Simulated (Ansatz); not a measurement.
## CuI (F-43m) under pressure

```xyz
2
Lattice="2.9310 2.9310 0.0000 -2.9310 2.9310 0.0000 0.0000 2.9310 2.9310" Properties=species:S:1:pos:R:3 pbc="T T T"
Cu    1.4655    4.3965    1.4655
I     0.0000    0.0000    0.0000
```

This is the zero-pressure cell under LDA. Cell and atoms are relaxed by PAW (default files of Ansatz 0.2.0, cutoff 420 eV, stress met within about 0.05 GPa) at each pressure, in this structure whether or not another phase would take over; P is the pressure reached, less that of this cell (which was relaxed on a denser, smeared mesh). Levels come from LDA, all-electron LAPW in Ansatz 0.2.0, scalar-relativistic; k mesh 6×6×6, fixed occupations, basis error target 0.5 meV/atom. Conduction levels are in eV over the valence top (at Γ), at fixed fractional wave vectors. Zone-centre phonons come from finite displacements by PAW, without the LO-TO term.

| P (GPa) | V/V₀ | Γ | L | X | T2 TO (cm⁻¹) |
| --- | --- | --- | --- | --- | --- |
| -1.98 | 1.0399 | 1.106 | 2.084 | 2.488 | 139.6 |
| 0.00 | 1.0000 | 1.221 | 2.115 | 2.405 | 155.5 |
| 2.00 | 0.9686 | 1.320 | 2.141 | 2.334 | 168.6 |
| 4.00 | 0.9419 | 1.412 | 2.164 | 2.270 | 180.3 |
| 6.98 | 0.9088 | 1.534 | 2.192 | 2.185 | 195.6 |
| 9.96 | ? | ? | ? | ? | ? |
| 14.95 | 0.8437 | 1.803 | 2.248 | 1.997 | 228.7 |

Question: Fit the third-order Birch-Murnaghan equation to the rows shown.

Answer: With f = [(V₀/V)^(2/3) − 1]/2, the normalised pressure F = P/[3f(1 + 2f)^(5/2)] is 54.7 GPa at f = -0.0129, 58.8 GPa at f = 0.0107, 59.3 GPa at f = 0.0204, 60.3 GPa at f = 0.0329, 62.6 GPa at f = 0.0600. The line F = B₀[1 + (3/2)(B′ − 4)f] gives B₀ = 56.8 GPa and B′ = 5.2.

Question: What are the volume deformation potentials and pressure coefficients of these levels at zero pressure?

Answer: 

```csv
level,dE/dlnV (eV),dE/dP = −(dE/dlnV)/B₀ (meV/GPa),mean slope up to 2.0 GPa (meV/GPa)
Γ,-3.05,53.6,49.8
L,-0.81,14.3,12.9
X,2.17,-38.3,-35.3
```

dE/dlnV is the slope of a cubic fit in ln V at V₀. The last column is read from two rows and shows how the slope bends with pressure.

Question: What mode Grüneisen parameters follow?

Answer: γ = −d ln ω/d ln V at V₀ from a quadratic fit in ln V: T2 2.62.

Question: Fill the row at 9.96 GPa.

Answer: The fits give V/V₀ = 0.8815 and Γ = 1.642 eV. Computed: V/V₀ = 0.8813, Γ = 1.642, L = 2.215, X = 2.109, T2 TO (cm⁻¹) = 209.1.

Keep in mind: no other phase was computed; many crystals of this kind change structure within this range, and rows or crossings beyond such a change describe a metastable lattice; no spin-orbit coupling on heavy atoms; the frozen-core PAW files of the relaxations were fitted under PBE, their cores solved anew for this functional; semilocal gaps are low, and the spacing of valleys can be off by tenths of an eV; levels are read at fixed fractional k, so an edge that moves off these points is missed.
